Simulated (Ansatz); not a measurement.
Input and command of a plane-wave DFT calculation in Ansatz:

```yaml
crystal:
  lattice:
    - [5.6454384036, 0.0, -0.0015077597]
    - [0.0, 19.6356960003, 0.0]
    - [-1.6048932754, 0.0, 6.4372710456]
  atoms:
    - { symbol: P, position: [0.1460224535, 0.4123130305, 0.6893616771] }
    - { symbol: P, position: [0.1715498761, 0.4428001279, 0.3605611997] }
    - { symbol: P, position: [0.1715498761, 0.5571998721, 0.3605611997] }
    - { symbol: P, position: [0.1460224535, 0.5876869695, 0.6893616771] }
    - { symbol: P, position: [0.2273576537, 0.5, 0.91268767] }
    - { symbol: P, position: [0.5428134612, 0.5871312124, 0.3305487318] }
    - { symbol: P, position: [0.7565626864, 0.5581200285, 0.6593728604] }
    - { symbol: P, position: [0.7565626864, 0.4418799715, 0.6593728604] }
    - { symbol: P, position: [0.5428134612, 0.4128687876, 0.3305487318] }
    - { symbol: P, position: [0.6093699318, 0.5, 0.1256101719] }
basis:
  ecutwfc: 500
kpoints:
  mp_grid: { grid: [6, 2, 6] }
hamiltonian:
  xc: r2scan
scf:
  occupations: { method: gaussian, width: 0.05 }
output:
  forces: true
  stress: true
  eigenvalues: true
```

```bash
ansatz run input.yaml --threads 2 --pin off --max-ram 5120MiB --backend cpu --events-out ev --progress --plain --runs-dir out
```

Processor: Oxide Virtual Turin-like Processor (Zen 5), 2 threads, on a host shared with other jobs.

Question: Estimate time, memory and problem size.

Answer: About 51 s on 2 threads of Oxide Virtual Turin-like Processor (Zen 5) (shared host), peak memory 2.3 GiB. It solves 35 bands at 40 k points (the mesh reduced by symmetry) with about 18105 plane waves, in 7 SCF iterations.
